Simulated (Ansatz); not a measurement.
All numbers below come from DFT PBE, scalar-relativistic, plane waves, PAW (Ansatz). All cells share a 420 eV cutoff and Γ-centred k meshes spaced at most about 0.3 Å⁻¹ (about 0.25 or finer for metals, 2π included). No spin polarisation.

All energies are static (0 K, no zero-point motion).

Two relaxed structures of Mo2Se5:

A.

```
CELL_PARAMETERS angstrom
5.73798 0.00000 0.00000
0.00000 3.33926 0.00000
-0.37661 0.00000 18.89946
ATOMIC_POSITIONS crystal
Mo 0.59424 0.25000 0.70003
Mo 0.09399 0.75000 0.70015
Mo 0.90601 0.25000 0.29985
Mo 0.40576 0.75000 0.29997
Se 0.43384 0.75000 0.78827
Se 0.42214 0.75000 0.61190
Se 0.92229 0.25000 0.61189
Se 0.93377 0.25000 0.78837
Se 0.87145 0.25000 0.02196
Se 0.12855 0.75000 0.97804
Se 0.06623 0.75000 0.21163
Se 0.07771 0.75000 0.38811
Se 0.57786 0.25000 0.38810
Se 0.56616 0.25000 0.21173
```

B.

```
CELL_PARAMETERS angstrom
3.26110 0.00000 0.00000
-1.63055 2.82419 0.00000
0.00000 0.00000 18.10175
ATOMIC_POSITIONS crystal
Mo 0.66667 0.33333 0.71275
Mo 0.33333 0.66667 0.28725
Se 0.33333 0.66667 0.61930
Se 0.33333 0.66667 0.80656
Se 0.66667 0.33333 0.38070
Se 0.66667 0.33333 0.19344
Se 0.00000 0.00000 0.00000
```

Question: Which is lower in energy, and by how much?

Answer: A is lower, by 114 meV/atom. A has space group P2_1/m (No. 11), 25.9 Å³/atom and a gap of 0.27 eV on its mesh; B has space group P-3m1 (No. 164), 23.8 Å³/atom and no gap. A holds Se–Se chains (shortest 2.39 Å); in B the shortest Se–Se distance is 3.26 Å. In A, Mo on its first site is surrounded by 6 Se at 2.54–2.55 Å; Mo on its second site has 6 Se at 2.54 Å; Se on its first site is surrounded by 3 Mo at 2.54–2.55 Å; 4 more sites not described. In B, Mo is surrounded by 6 Se at 2.53–2.54 Å; around Se on a site of symmetry 3m lie 3 Mo at 2.53 Å; Se on a second site of symmetry 3m is surrounded by 3 Mo at 2.54 Å, 7 Se at 3.26–3.39 Å and 3 Se at 3.98 Å; 1 more site not described. Both come from invented guesses.

No dispersion correction is applied, so the spacing and binding between layers, chains or molecules are poorly described (P2_1/m, P-3m1), and this can change margins and order among such cells. Kohn–Sham gaps at this level usually fall short of measured ones. Cells relaxed within their symmetry can be saddle points.
